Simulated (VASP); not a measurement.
SiNi2: relaxation of cell and atoms with PBEsol+D3(BJ)

Crystal: SiNi2.

```
CELL_PARAMETERS angstrom
3.83600 0.00000 0.00000
-1.91800 3.32207 0.00000
0.00000 0.00000 4.94800
ATOMIC_POSITIONS crystal
Ni 0.66667 0.33333 0.75000
Ni 0.33333 0.66667 0.25000
Ni 0.00000 0.00000 0.50000
Ni 0.00000 0.00000 0.00000
Si 0.66667 0.33333 0.25000
Si 0.33333 0.66667 0.75000
```

* Program: VASP 6.6.1
* Task: relaxation of cell and atoms
* Functional: PBEsol
* Dispersion: D3(BJ)
* Potentials or basis: VASP PAW PBE potentials, release 64 (Ni, Si)
* Cutoff: 600 eV
* k mesh: 6 × 6 × 5
* Occupations: fermi-dirac, width 0.05 eV
* Spin: collinear spin, ferromagnetic start
* Starting moments: [1.0, 1.0, 1.0, 1.0, 0.0, 0.0] μB
* Further INCAR settings: ALGO = Normal; EDIFF = 1e-06; IBRION = 2; EDIFFG = -0.01; NSW = 60; ISIF = 3

```
Relaxed volume                                        : 10.30 Å³/atom
Relaxed cell                                          : a = 3.835 Å, b = 3.835 Å, c = 4.853 Å, α = 90.00°, β = 90.00°, γ = 120.00°
Space group after relaxing (to 0.05 Å)                : P6_3/mmc (No. 194)
Energy gained by relaxing                             : 4.8 meV/atom
Ionic steps                                           : 5
Pressure after relaxing                               : -0.1 GPa
Band gap on the k mesh                                : none (metal or under the smearing width)
Net moment                                            : 0.00 μB per cell
Valence electrons inside the program's atomic spheres : Ni 9.78, 9.53; Si 1.63
Dispersion energy per atom                            : -0.468 eV
```

The path:
```
step  energy change (eV)  largest force (eV/Å)  pressure (GPa)  volume (Å³)
   1              0.0000                0.0000           -3.95        63.05
   2             -0.0118                0.0000            4.76        60.72
   3             -0.0243                0.0000            0.97        61.66
   4             -0.0285                0.0000           -0.05        61.83
   5             -0.0287                0.0000           -0.06        61.81
```

Final structure:
```
Ni Si
1.0
     3.83477    0.00000    0.00000
    -1.91739    3.32101    0.00000
     0.00000    0.00000    4.85321
Ni Si
4 2
Direct
  0.66667 0.33333 0.75000
  0.33333 0.66667 0.25000
  0.00000 0.00000 0.50000
  0.00000 0.00000 0.00000
  0.66667 0.33333 0.25000
  0.33333 0.66667 0.75000
```

Levels at points of the mesh, in eV from the Fermi level:
Spin up:
| k point | band 21 | band 22 | band 23 | band 24 | band 25 | band 26 | band 27 | band 28 |
| --- | --- | --- | --- | --- | --- | --- | --- | --- |
| (0.00, 0.00, 0.00) | -0.64 | -0.64 | 0.19 | 2.79 | 2.79 | 2.90 | 2.98 | 2.98 |
| (0.50, 0.00, 0.00) | -1.38 | -1.26 | -1.05 | -0.70 | -0.55 | 1.37 | 1.95 | 3.13 |
Spin down:
| k point | band 21 | band 22 | band 23 | band 24 | band 25 | band 26 | band 27 | band 28 |
| --- | --- | --- | --- | --- | --- | --- | --- | --- |
| (0.00, 0.00, 0.00) | -0.64 | -0.64 | 0.19 | 2.79 | 2.79 | 2.90 | 2.98 | 2.98 |
| (0.50, 0.00, 0.00) | -1.38 | -1.26 | -1.05 | -0.70 | -0.55 | 1.37 | 1.95 | 3.13 |

It took 3.5 min on 1 thread of AMD EPYC 9R45 96-Core Processor (Zen 5), with other jobs on the host, peak memory 0.25 GiB.

Caveat: the PAW data sets were made with another functional, which shifts forces and pressure a little; pairwise dispersion overbinds metals, which lowers pressure and volume.
